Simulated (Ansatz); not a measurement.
A run of Ansatz 0.2.0:

Contents of input.yaml:

```yaml
crystal:
  lattice:
    - [0.0, 3.039, 3.039]
    - [3.039, 0.0, 3.039]
    - [3.039, 3.039, 0.0]
  atoms:
    - { symbol: Hg, position: [0.0, 0.0, 0.0] }
    - { symbol: Se, position: [0.75, 0.75, 0.75] }
hamiltonian:
  xc: hf
  pseudopotentials: { kind: paw }
kpoints:
  mp_grid: { grid: [4, 4, 4] }
scf:
  occupations: { method: fermi_dirac, width: 0.05 }
output:
  forces: true
  stress: true
  write_density: true
  write_potential: true
  elf: true
  volumetric_format: npy
relax:
  f_tol: 0.01
  max_steps: 40
  cell: { stress_tol: 0.05 }
```

Potentials or basis: Ansatz PAW.

Run with:

```console
$ ansatz run input.yaml --threads 2 --pin off --max-ram 5632MiB --backend cpu --events-out ev --progress --plain --runs-dir out
```

Hardware: 2 threads of Arm Neoverse V1 (shared host).

How long does it take, and how much memory?

It took 70 s on 2 threads of Arm Neoverse V1, on a shared host, peak memory 0.87 GiB. Counts: scf iterations 119, plane waves 1243, k points 8, bands 22, ion steps 5.
